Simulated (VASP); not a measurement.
# Results of a VASP single-point calculation on CaSe (zincblende)

POSCAR

```
Ca Se
 1.0000000000000000
     0.0000000000000000    3.2795613700259110    3.2795613700259110
     3.2795613700259110    0.0000000000000000    3.2795613700259110
     3.2795613700259110    3.2795613700259110    0.0000000000000000
 Ca  Se
   1   1
Cartesian
  0.0000000000000000  0.0000000000000000  0.0000000000000000
  1.6397806850129553  1.6397806850129553  1.6397806850129553
```

```yaml
gap_between_bands_v_and_c: 4.77 eV
least_direct_gap: 4.85 eV
```

Band v is the last that the valence electrons fill when counted band by band, and c is the next. Levels in eV from the top of v:

```json
{"point": "Γ", "v−1": "-0.08", "v": "-0.08", "c": "4.77", "c+1": "7.61"}
{"point": "X", "v−1": "-0.08", "v": "-0.08", "c": "5.21", "c+1": "6.91"}
{"point": "W", "v−1": "-0.79", "v": "-0.15", "c": "5.54", "c+1": "7.03"}
{"point": "K", "v−1": "-0.56", "v": "-0.05", "c": "5.59", "c+1": "7.08"}
{"point": "L", "v−1": "-0.02", "v": "-0.02", "c": "6.95", "c+1": "7.64"}
```

Question: Which of these levels of theory gave these results?
A. PBE
B. r²SCAN
C. PBE0
D. PBEsol
E. HSE06
F. PBE with spin–orbit coupling
G. LDA

Answer: C.

The INCAR was:

```
SIGMA = 0.01
GGA = PE
LREAL = .FALSE.
ISMEAR = 0
IBRION = -1
EDIFF = 1E-7
NSW = 0
ALGO = Normal
PREC = Accurate
ENCUT = 520
LHFCALC = .TRUE.
ISTART = 1
PRECFOCK = Fast
NELM = 120
HFRCUT = -1
NBANDS = 15
LWAVE = .FALSE.
ISIF = 2
AEXX = 0.25
LCHARG = .FALSE.
LASPH = .TRUE.
```
